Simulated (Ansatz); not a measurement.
## LiH (Fm-3m), clamped-ion strain scan

These are results of DFT r2SCAN, scalar-relativistic, plane waves, PAW in Ansatz, not measurements. The runs took a 500 eV cutoff, a Γ-centred 10×10×10 mesh and Gaussian smearing (0.05 eV). No spin polarisation. Energies are free energies at this smearing, counted from the undisturbed cell; pressure is positive in compression.

Zero of the scan (as given, not relaxed at this level; it stands at -1.5 GPa):

```
Li H
1.0
     0.00000    2.03250    2.03250
     2.03250    0.00000    2.03250
     2.03250    2.03250    0.00000
Li H
1 1
Direct
  0.00000 0.00000 0.00000
  0.50000 0.50000 0.50000
```

The cell is strained by ε times the Voigt pattern (0, 0, 0, 0, 0, 1) (xx, yy, zz, yz, xz, xy; engineering shear) with fractional coordinates fixed.

ε, ΔE (meV/atom) and a bar:
```
  -0.1000       12.8 ##############################
  -0.0500        3.2 #######
   0.0000        0.0
   0.0125        0.2
   0.0250        0.8 ##
   0.0375        1.8 ####
   0.0625        5.0 ############
   0.0750        7.2 #################
   0.0875        9.8 #######################
```

By symmetry 0.1000 repeats -0.1000, -0.0750 repeats 0.0750, 0.0500 repeats -0.0500, -0.0250 repeats 0.0250 in energy, with the opposite slope along the path.

Cost: 9 runs of about 0.46 core-minutes in all, on Arm Neoverse V1 (shared hosts).